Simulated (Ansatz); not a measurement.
# Ta under changes of volume

One of the cells (18.010 Å³/atom); the others are scaled copies at fixed shape and fractional positions:

```
Ta
1.0
    -1.65128    1.65128    1.65128
     1.65128   -1.65128    1.65128
     1.65128    1.65128   -1.65128
Ta
1
Direct
  0.00000 0.00000 0.00000
```

```yaml
Program: Ansatz 0.2.0
Functional: LDA
Potentials_or_basis: Ansatz PAW
Cutoff: "420 eV (not typed: the program's choice for these potentials)"
k_mesh: 11 × 11 × 11
Occupations: fermi-dirac, width 0.05 eV
Spin: no spin polarisation
```

```csv
volume (Å³/atom),energy over the lowest point (meV/atom),pressure (GPa)
16.930,3.16,3.9
17.290,0.00,-1.0
17.650,7.48,-5.5
18.010,?,?
18.371,50.10,-12.9
18.731,83.24,-16.1
19.091,123.07,-18.9
```

**Question.** What does the run at 18.010 Å³/atom give?

**Answer.** Energy over the lowest point 24.53 meV/atom; pressure -9.4 GPa.

Worked out: A Birch-Murnaghan fit of order 3 (a polynomial in V^(-2/3)) to the other rows has its minimum at 17.21 Å³/atom with B0 = V·E''(V) = 233 GPa and B' = 4.5. It gives 24.51 meV/atom at 18.010 Å³/atom, against the run's 24.53, and -dE/dV = -9.5 GPa, against -9.4.

Energies are extrapolated to zero smearing.

Caveats: the PAW data sets come from PBE, with cores solved anew for the run's functional, which leaves a small shift of forces and pressure.
